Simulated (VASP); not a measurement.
**TePb in VASP 6.6.1, single-point calculation**

INCAR

```
GGA = PE
ISMEAR = -1
ISPIN = 2
PREC = Medium
LCHARG = .FALSE.
LASPH = .TRUE.
ENCUT = 520
LWAVE = .FALSE.
LREAL = .FALSE.
SIGMA = 0.02
NSW = 0
NBANDS = 17
MAGMOM = 2 2
IBRION = -1
NELM = 68
EDIFF = 1E-7
ISIF = 2
```

KPOINTS

```
KPOINTS created by Atomic Simulation Environment
0
Gamma
8 8 8
0 0 0
```

POSCAR

```
Pb Te
 1.0000000000000000
     0.0000000000000000    3.3331935858000001    3.2597424471999998
     3.3331935858000001    0.0000000000000000    3.2597424471999998
     3.3331935858000001    3.3331935858000001    0.0000000000000000
 Pb  Te
   1   1
Cartesian
  0.0000000000000000  0.0000000000000000  0.0000000000000000
  3.3331935857999997  3.3331935857999997  3.2597424471999994
```

The recommended PBE PAW datasets give the neutral cell 20 valence electrons.

Command

```
mpirun -np 1 vasp_std
```

OSZICAR

```
N       E                     dE             d eps       ncg     rms          rms(c)
DAV:   1     0.152824418696E+03    0.15282E+03   -0.90426E+03  4012   0.112E+03
DAV:   2     0.404877080175E+01   -0.14878E+03   -0.14438E+03  4263   0.290E+02
DAV:   3    -0.626515153623E+01   -0.10314E+02   -0.10246E+02  5103   0.834E+01
DAV:   4    -0.654729449330E+01   -0.28214E+00   -0.28195E+00  5209   0.158E+01
DAV:   5    -0.655850928592E+01   -0.11215E-01   -0.11214E-01  5836   0.277E+00    0.987E+00
DAV:   6    -0.748121219847E+01   -0.92270E+00   -0.66071E-01  4965   0.451E+00    0.378E+00
DAV:   7    -0.751177423084E+01   -0.30562E-01   -0.11812E-01  4400   0.225E+00    0.156E+00
DAV:   8    -0.751075026660E+01    0.10240E-02   -0.11292E-02  5347   0.586E-01    0.861E-01
DAV:   9    -0.751194599562E+01   -0.11957E-02   -0.23481E-03  4799   0.365E-01    0.311E-01
DAV:  10    -0.751247280582E+01   -0.52681E-03   -0.78286E-04  4831   0.249E-01    0.637E-02
DAV:  11    -0.751257175273E+01   -0.98947E-04   -0.11306E-04  4777   0.897E-02    0.374E-02
DAV:  12    -0.751259011370E+01   -0.18361E-04   -0.17452E-05  4817   0.343E-02    0.199E-02
DAV:  13    -0.751259460804E+01   -0.44943E-05   -0.91584E-06  4908   0.241E-02    0.486E-03
DAV:  14    -0.751259500586E+01   -0.39782E-06   -0.12802E-06  4708   0.110E-02    0.174E-03
DAV:  15    -0.751259512238E+01   -0.11652E-06   -0.23035E-07  4568   0.414E-03    0.905E-04
DAV:  16    -0.751259510391E+01    0.18473E-07   -0.43190E-08  3706   0.117E-03
   1 F= -.75125951E+01 E0= -.75125951E+01  d E =-.933944E-11  mag=    -0.0000
```

It converged. Results: pressure -0.8 GPa; magnetic moment of the cell 0.00 μB.

For comparison, a separate PBE run of the intended cell, on usual settings and not on those above, gives a gap of 0.85 eV on its mesh and a pressure of -0.8 GPa.

The run above took about 1.8 min on one core of a shared host (Intel Xeon Platinum 8488C) and held 0.22 GiB at most.
